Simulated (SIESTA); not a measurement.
Here is a SIESTA 5.4.2 calculation.

Contents of Ge.fdf:

```
SystemName                      Ge
SystemLabel                     Ge
NumberOfSpecies                 1
NumberOfAtoms                   2
%block ChemicalSpeciesLabel
  1  32 Ge
%endblock ChemicalSpeciesLabel

LatticeConstant                 1.0 Ang
%block LatticeVectors
    -2.4958980000     2.6508630000     1.4369470000
     2.4958980000    -2.6508630000     1.4369470000
     2.4958980000     2.6508630000    -1.4369470000
%endblock LatticeVectors
AtomicCoordinatesFormat         Fractional
%block AtomicCoordinatesAndAtomicSpecies
     0.3140570000     0.0640570000     0.2500000000  1  Ge
     0.6859430000     0.9359430000     0.7500000000  1  Ge
%endblock AtomicCoordinatesAndAtomicSpecies

%block kgrid.MonkhorstPack
   11   0   0  0.0
    0  11   0  0.0
    0   0  11  0.0
%endblock kgrid.MonkhorstPack
XC.Functional                   GGA
XC.Authors                      PBEsol
PAO.BasisSize                   DZP
PAO.EnergyShift                 0.003 Ry
Mesh.Cutoff                     800 Ry
OccupationFunction              FD
ElectronicTemperature           0.05 eV
MaxSCFIterations                120
SCF.MustConverge                false
SCF.Mixer.Method                Pulay
SCF.Mixer.Weight                0.25
SCF.Mixer.History               8
SCF.DM.Tolerance                5.0e-05
SCF.H.Tolerance                 1.0e-03 eV
WriteForces                     true
Charge.Mulliken                 end
OpticalCalculation              true
Optical.Energy.Minimum          0.0 eV
Optical.Energy.Maximum          30 eV
Optical.Broaden                 0.2 eV
%block Optical.Mesh
  11 11 11
%endblock Optical.Mesh
Optical.OffsetMesh              true
Optical.PolarizationType        polarized
%block Optical.Vector
  0.0 0.0 1.0
%endblock Optical.Vector
%block PAO.Basis
  Ge 4
  n=4 0 2
    5.960 0.000
  n=4 1 2
    8.130 0.000
  n=3 2 2
    3.189 0.000
  n=4 2 1
    8.130
%endblock PAO.Basis
```

Potentials or basis: PseudoDojo 0.4 standard (PBEsol files), DZP (energy shift 0.003 Ry; two zetas on semicore shells).

Launch:

```sh
$ siesta < Ge.fdf > Ge.out 2>&1
```

(1) Estimate the pressure.

(2) What does it give for the largest force?

(3) What does it give for the band gap on the k mesh?

Results:

(1) -0.8 GPa.

(2) 0.061 eV/Å.

(3) none (metal or under the smearing width).

Caveat: the basis holds too few empty states to meet the f-sum rule, so the spectrum is short of weight at high energy; the basis of atomic orbitals isn't converged, which shifts pressures, moduli and gaps.
